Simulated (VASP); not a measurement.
# HfN (F-43m) in VASP: further runs

The runs below take HfN through single point, with PBEsol.

All numbers are computed with VASP 6.6.1; they aren't measurements. Logs are shortened: lines on timing, memory, paths and dates and some standing lists are left out, and cuts for length are marked.

### 1 Starting point

Symmetry: F-43m, No. 216, cubic system. Conventional cell: a = 4.910 Å, b = 4.910 Å, c = 4.910 Å, α = 90.00°, β = 90.00°, γ = 90.00°. Hf (site symmetry -43m) is surrounded by 4 N at 2.13 Å. N (site symmetry -43m) has 4 Hf at 2.13 Å as nearest neighbours.

The cell comes from a database or a generator and needn't be the stable form of this composition.

### 2 Single point, PBEsol

Contents of INCAR:

```
SYSTEM = HfN
PREC = Accurate ; ENCUT = 340
EDIFF = 1E-7 ; ISMEAR = 0
SIGMA = 0.05 ; LREAL = .False.
LASPH = .True. ; NELM = 100
ALGO = Normal ; ISIF = 2
LWAVE = .False. ; LCHARG = .False.
GGA = PS ; ADDGRID = .False.
```

Contents of KPOINTS:

```
Automatic mesh
0
Gamma
  3 3 3
  0 0 0
```

Contents of POSCAR:

```
HfN
1.0
    0.0000000000      2.4548220000      2.4548220000
    2.4548220000      0.0000000000      2.4548220000
    2.4548220000      2.4548220000      0.0000000000
Hf N
1 1
Direct
    0.0000000000      0.0000000000      0.0000000000
    0.2500000000      0.2500000000      0.2500000000
```

Potentials or basis: VASP PAW PBE potentials, release 64 (Hf_pv, N).

The run is started by

```sh
cat potpaw_PBE.64/Hf_pv/POTCAR potpaw_PBE.64/N/POTCAR > POTCAR
mpirun -np 1 vasp_std > vasp.out
```

OUTCAR:

```text
SYSTEM = HfN
   PREC = Accurate
   ENCUT = 340
   EDIFF = 1E-7
   ISMEAR = 0
   LREAL = .False.
   LASPH = .True.
   NELM = 100
   ISIF = 2
   GGA = PS

 Found      4 irreducible k-points:

 Following reciprocal coordinates:
            Coordinates               Weight
  0.000000  0.000000  0.000000      1.000000
  0.333333  0.000000  0.000000      8.000000
  0.333333  0.333333  0.000000      6.000000
 -0.333333  0.333333  0.000000     12.000000
   k-points           NKPTS =      4   k-points in BZ     NKDIM =      4   number of bands    NBANDS=     11
   number of dos      NEDOS =    301   number of ions     NIONS =      2
   total plane-waves  NPLWV =  13824
   dimension x,y,z NGX =    24 NGY =   24 NGZ =   24
   dimension x,y,z NGXF=    48 NGYF=   48 NGZF=   48
   ions per type =               1   1
   NGX,Y,Z   is equivalent  to a cutoff of  11.49, 11.49, 11.49 a.u.
   NGXF,Y,Z  is equivalent  to a cutoff of  22.99, 22.99, 22.99 a.u.
 SYSTEM =  HfN
   PREC   = accura    normal or accurate (medium, high low for compatibility)
   ISTART =      0    job   : 0-new  1-cont  2-samecut
   ICHARG =      2    charge: 1-file 2-atom 10-const
   ISPIN  =      1    spin polarized calculation?
   LNONCOLLINEAR =      F non collinear calculations
   LSORBIT =      F    spin-orbit coupling
   LASPH  =      T    aspherical Exc in radial PAW
   ENCUT  =  340.0 eV  24.99 Ry    5.00 a.u.   5.22  5.22  5.22*2*pi/ulx,y,z
   NELM   =    100;   NELMIN=  2; NELMDL= -5     # of ELM steps
   EDIFF  = 0.1E-06   stopping-criterion for ELM
   LREAL  =      F    real-space projection
   EDIFFG = 0.1E-05   stopping-criterion for IOM
   NSW    =      0    number of steps for IOM
   IBRION =     -1    ionic relax: 0-MD 1-quasi-New 2-CG
   NFREE  =      0    steps in history (QN), initial steepest desc. (CG)
   ISIF   =      2    stress and relaxation
   ISYM   =      2    0-nonsym 1-usesym 2-fastsym
   POTIM  = 0.5000    time-step for ionic-motion
   TEBEG  =    0.0;   TEEND  =   0.0 temperature during run
   PSTRESS=    0.0 pullay stress
   NELECT =      15.0000    total number of electrons
   NUPDOWN=      -1.0000    fix difference up-down
   EMIN   =  10.00;   EMAX   =-10.00  energy-range for DOS
   EFERMI =   0.00;   METHOD = LEGACY
   ISMEAR =     0;   SIGMA  =   0.05  broadening in eV -4-tet -1-fermi 0-gaus
   EFERMI_NEDOS =   21; number of points for ismear=-14 and -15
   IALGO  =     38    algorithm
   IMIX   =      4    mixing-type and parameters
     AMIX     =   0.40;   BMIX     =  1.00
     AMIX_MAG =   1.60;   BMIX_MAG =  1.00
  volume/ion in A,a.u.               =      14.79        99.83
  Fermi-wavevector in a.u.,A,eV,Ry     =   1.305395  2.466839 23.185087  1.704056
  Thomas-Fermi vector in A             =   2.436267
   LORBIT       =      0    0 simple, 1 ext, 2 COOP (PROOUT), +10 PAW based schemes
   GGA     = PS    functional components
   LHFCALC =     F    Hartree Fock is set to
   AEXX    =    0.0000 exact exchange contribution
   IVDW    =     0    specifies the selected vdW correction
   LEPSILON=     F    determine dielectric tensor
   LRPA    =     F    only Hartree local field effects (RPA)
 non-spin polarized calculation
 Gauss-broadening in eV      SIGMA  =   0.05
  energy-cutoff  :      340.00
  volume of cell :       29.59
 maximum number of plane-waves:       432
 NGX is ok and might be reduce to    24
   NGX = 11   NGY = 11   NGZ = 11

 number of electron      14.9999996 magnetization

 Free energy of the ion-electron system (eV)
  ---------------------------------------------------
  ext. energy  EPLUGINS =         0.00000000
  ---------------------------------------------------
  free energy    TOTEN  =       -22.30164637 eV

  energy without entropy =      -22.28831051  energy(sigma->0) =      -22.29497844

 E-fermi :   4.8452     XC(G=0): -11.3972

 val. band max:        4.8419854044   @ k =   0.0000   0.0000   0.0000
 cond. band min:       7.4730579372   @ k =   0.3333   0.0000   0.0000
 fundamental gap:      2.6310725328
 Fermi energy:         4.8452046039

 k-point     1 :       0.0000    0.0000    0.0000
  band No.  band energies     occupation
      1     -25.4151      2.00000
      2     -25.4151      2.00000
      3     -25.4151      2.00000
      4     -10.5187      2.00000
      5       0.1837      2.00000
      6       0.1837      2.00000
      7       0.1837      2.00000
      8       4.8420      1.07255
      9       7.8288      0.00000
     10       7.8288      0.00000
     11      12.2386      0.00000

 k-point     2 :       0.3333    0.0000    0.0000
  band No.  band energies     occupation
      1     -25.7760      2.00000
      2     -25.4626      2.00000
      3     -25.4626      2.00000
      4      -9.6592      2.00000
      5      -0.4089      2.00000
      6       0.6663      2.00000
      7       0.6663      2.00000
      8       7.4731      0.00000
      9       7.6312      0.00000
     10       7.6312      0.00000
     11      10.6000      0.00000

 k-point     3 :       0.3333    0.3333    0.0000
  band No.  band energies     occupation
      1     -25.7764      2.00000
      2     -25.5358      2.00000
      3     -25.5358      2.00000
      4      -9.3662      2.00000
      5      -1.2266      2.00000
      6       1.4413      2.00000
      7       1.4413      2.00000
      8       4.7213      1.99954
      9       8.7916      0.00000
     10       9.0958      0.00000
     11      11.2741      0.00000

 k-point     4 :      -0.3333    0.3333    0.0000
  band No.  band energies     occupation
      1     -25.7946      2.00000
      2     -25.6791      2.00000
      3     -25.5230      2.00000
      4      -9.1177      2.00000
      5      -0.1714      2.00000
      6       0.8936      2.00000
      7       1.4311      2.00000
      8       4.8380      1.16085
      9       7.7231      0.00000
     10       8.1112      0.00000
     11      11.7236      0.00000

------------------------ aborting loop because EDIFF is reached ----------------------------------------

  FORCE on cell =-STRESS in cart. coord.  units (eV):
  Direction    XX          YY          ZZ          XY          YZ          ZX
  --------------------------------------------------------------------------------------
  -------------------------------------------------------------------------------------
  Total       -2.7283085     -2.7283085     -2.7283085     -0.0000000      0.0000000      0.0000000
  in kB     -147.7454260   -147.7454260   -147.7454260     -0.0000000      0.0000000      0.0000000
  external PRESSURE =    -147.7454260 kB  Pullay stress =       0.0000000 kB

 VOLUME and BASIS-vectors are now :
 -----------------------------------------------------------------------------
  energy-cutoff  :      340.00
  volume of cell :       29.59
      direct lattice vectors                 reciprocal lattice vectors
     0.000000000  2.454822000  2.454822000    -0.203680756  0.203680756  0.203680756
     2.454822000  0.000000000  2.454822000     0.203680756 -0.203680756  0.203680756
     2.454822000  2.454822000  0.000000000     0.203680756  0.203680756 -0.203680756

 POSITION                                       TOTAL-FORCE (eV/Angst)
 -----------------------------------------------------------------------------------
      0.00000      0.00000      0.00000         0.000000      0.000000      0.000000
      1.22741      1.22741      1.22741        -0.000000     -0.000000     -0.000000
 -----------------------------------------------------------------------------------
    total drift:                                0.000000      0.000000      0.000000

  FREE ENERGIE OF THE ION-ELECTRON SYSTEM (eV)
  ---------------------------------------------------
  free  energy   TOTEN  =       -22.3016463669 eV

  energy  without entropy=      -22.2883105126  energy(sigma->0) =      -22.29497844
```

Wall time 1.9 s (1 thread of Intel Xeon 6975P-C (Granite Rapids), shared host); peak memory 0.13 GiB.

The run converged, but a check on its numbers failed (symmetry, net force, bounds or a known fault of this set-up), so they aren't taken as properties of the crystal.

Caveat: the k mesh is coarse (spacing up to 0.74 Å⁻¹), so the values aren't converged; the cutoff lies under the usual one of these potentials, so the numbers hold a large basis-set error; the PAW data sets were made with another functional, which shifts forces and pressure a little.

### 3 Single point, PBEsol

INCAR is that of step 2.

KPOINTS is that of step 2.

Contents of POSCAR:

```
HfN
1.0
    0.0000000000      2.4548220000      2.4548220000
    2.4548220000      0.0000000000      2.4548220000
    2.4548220000      2.4548220000      0.0000000000
Hf N
1 1
Direct
    0.0013890000     -0.0035870000      0.0084710000
    0.2560200000      0.2829830000      0.2320270000
```

Potentials or basis: VASP PAW PBE potentials, release 64 (Hf_pv, N).

The run is started by

```sh
cat potpaw_PBE.64/Hf_pv/POTCAR potpaw_PBE.64/N/POTCAR > POTCAR
mpirun -np 1 vasp_std > vasp.out
```

Run time: 2.6 s. Hardware: 1 thread of Intel Xeon 6975P-C (Granite Rapids), shared host; peak memory 0.13 GiB.

The run converged, but a check on its numbers failed (symmetry, net force, bounds or a known fault of this set-up), so they aren't taken as properties of the crystal.

Caveat: the k mesh is coarse (spacing up to 0.74 Å⁻¹), so the values aren't converged; the cutoff lies under the usual one of these potentials, so the numbers hold a large basis-set error; the PAW data sets were made with another functional, which shifts forces and pressure a little.

### 4 Single point, PBEsol

Changes to INCAR since step 3:

```diff
@@ -1,3 +1,3 @@
 SYSTEM = HfN
-PREC = Accurate ; ENCUT = 340
+PREC = Accurate ; ENCUT = 400
 EDIFF = 1E-7 ; ISMEAR = 0
```

KPOINTS is that of step 3.

Contents of POSCAR:

```
HfN
1.0
    0.0000000000      2.4548220000      2.4548220000
    2.4548220000      0.0000000000      2.4548220000
    2.4548220000      2.4548220000      0.0000000000
Hf N
1 1
Direct
    0.0000000000      0.0000000000      0.0000000000
    0.2500000000      0.2500000000      0.2500000000
```

Potentials or basis: VASP PAW PBE potentials, release 64 (Hf_pv, N).

The run is started by

```sh
cat potpaw_PBE.64/Hf_pv/POTCAR potpaw_PBE.64/N/POTCAR > POTCAR
mpirun -np 1 vasp_std > vasp.out
```

OUTCAR:

```text
SYSTEM = HfN
   PREC = Accurate
   ENCUT = 400
   EDIFF = 1E-7
   ISMEAR = 0
   LREAL = .False.
   LASPH = .True.
   NELM = 100
   ISIF = 2
   GGA = PS

 Found      4 irreducible k-points:

 Following reciprocal coordinates:
            Coordinates               Weight
  0.000000  0.000000  0.000000      1.000000
  0.333333  0.000000  0.000000      8.000000
  0.333333  0.333333  0.000000      6.000000
 -0.333333  0.333333  0.000000     12.000000
   k-points           NKPTS =      4   k-points in BZ     NKDIM =      4   number of bands    NBANDS=     11
   number of dos      NEDOS =    301   number of ions     NIONS =      2
   total plane-waves  NPLWV =  13824
   dimension x,y,z NGX =    24 NGY =   24 NGZ =   24
   dimension x,y,z NGXF=    48 NGYF=   48 NGZF=   48
   ions per type =               1   1
   NGX,Y,Z   is equivalent  to a cutoff of  11.49, 11.49, 11.49 a.u.
   NGXF,Y,Z  is equivalent  to a cutoff of  22.99, 22.99, 22.99 a.u.
 SYSTEM =  HfN
   PREC   = accura    normal or accurate (medium, high low for compatibility)
   ISTART =      0    job   : 0-new  1-cont  2-samecut
   ICHARG =      2    charge: 1-file 2-atom 10-const
   ISPIN  =      1    spin polarized calculation?
   LNONCOLLINEAR =      F non collinear calculations
   LSORBIT =      F    spin-orbit coupling
   LASPH  =      T    aspherical Exc in radial PAW
[... 67 lines left out ...]
      7       0.1735      2.00000
      8       4.8537      0.68481
      9       7.8286      0.00000
     10       7.8286      0.00000
     11      12.2117      0.00000
[... 29 lines left out ...]
 k-point     4 :      -0.3333    0.3333    0.0000
  band No.  band energies     occupation
      1     -25.7897      2.00000
      2     -25.6748      2.00000
      3     -25.5186      2.00000
      4      -9.0731      2.00000
      5      -0.1741      2.00000
      6       0.8837      2.00000
      7       1.4247      2.00000
      8       4.8307      1.19326
      9       7.7222      0.00000
     10       8.0979      0.00000
     11      11.6239      0.00000

------------------------ aborting loop because EDIFF is reached ----------------------------------------

  FORCE on cell =-STRESS in cart. coord.  units (eV):
  Direction    XX          YY          ZZ          XY          YZ          ZX
  --------------------------------------------------------------------------------------
  -------------------------------------------------------------------------------------
  Total       -1.7600537     -1.7600537     -1.7600537      0.0000000      0.0000000      0.0000000
  in kB      -95.3117610    -95.3117610    -95.3117610      0.0000000      0.0000000      0.0000000
  external PRESSURE =     -95.3117610 kB  Pullay stress =       0.0000000 kB

 VOLUME and BASIS-vectors are now :
 -----------------------------------------------------------------------------
  energy-cutoff  :      400.00
  volume of cell :       29.59
      direct lattice vectors                 reciprocal lattice vectors
     0.000000000  2.454822000  2.454822000    -0.203680756  0.203680756  0.203680756
     2.454822000  0.000000000  2.454822000     0.203680756 -0.203680756  0.203680756
     2.454822000  2.454822000  0.000000000     0.203680756  0.203680756 -0.203680756

 POSITION                                       TOTAL-FORCE (eV/Angst)
 -----------------------------------------------------------------------------------
      0.00000      0.00000      0.00000        -0.000000     -0.000000     -0.000000
      1.22741      1.22741      1.22741         0.000000      0.000000      0.000000
 -----------------------------------------------------------------------------------
    total drift:                                0.000000      0.000000      0.000000

  FREE ENERGIE OF THE ION-ELECTRON SYSTEM (eV)
  ---------------------------------------------------
  free  energy   TOTEN  =       -22.3238269257 eV

  energy  without entropy=      -22.3106779867  energy(sigma->0) =      -22.31725246
```

OSZICAR:

```text
N       E                     dE             d eps       ncg     rms          rms(c)
DAV:   1     0.258940457235E+02    0.25894E+02   -0.71484E+03    88   0.103E+03
DAV:   2    -0.239684305216E+02   -0.49862E+02   -0.48157E+02   124   0.204E+02
DAV:   3    -0.256579721595E+02   -0.16895E+01   -0.16860E+01   120   0.342E+01
DAV:   4    -0.256674058190E+02   -0.94337E-02   -0.94317E-02   102   0.276E+00
DAV:   5    -0.256675526591E+02   -0.14684E-03   -0.14663E-03   109   0.289E-01    0.518E+01
DAV:   6    -0.224802584152E+02    0.31873E+01   -0.19529E+01    94   0.292E+01    0.378E+01
DAV:   7    -0.223519671635E+02    0.12829E+00   -0.10628E+00    97   0.862E+00    0.230E+01
DAV:   8    -0.223297587409E+02    0.22208E-01   -0.90066E-02   103   0.313E+00    0.390E+00
DAV:   9    -0.223240239683E+02    0.57348E-02   -0.24163E-02   100   0.118E+00    0.150E+00
DAV:  10    -0.223239010135E+02    0.12295E-03   -0.24512E-03   125   0.450E-01    0.601E-01
DAV:  11    -0.223238254556E+02    0.75558E-04   -0.25341E-04   103   0.149E-01    0.283E-02
DAV:  12    -0.223238269317E+02   -0.14761E-05   -0.12170E-05   103   0.339E-02    0.371E-03
DAV:  13    -0.223238269257E+02    0.60863E-08   -0.45307E-07   114   0.608E-03
   1 F= -.22323827E+02 E0= -.22317252E+02  d E =-.131489E-01
```

Run time: 2.1 s. Hardware: 1 thread of Intel Xeon 6975P-C (Granite Rapids), shared host; peak memory 0.13 GiB.

The run converged, but some of its settings lie outside the range that counts as converged, so its numbers aren't taken as properties of the crystal.

Results:

```yaml
Free_energy: -22.3238 eV
Band_gap_on_the_k_mesh: none (metal or under the smearing width)
```

Caveat: the k mesh is coarse (spacing up to 0.74 Å⁻¹), so the values aren't converged; the cutoff is under 1.25 times the usual one of these potentials, so pressure, stress and relaxed cells hold a basis-set (Pulay) error; the PAW data sets were made with another functional, which shifts forces and pressure a little.

(Part 1 of 2 ends here.)
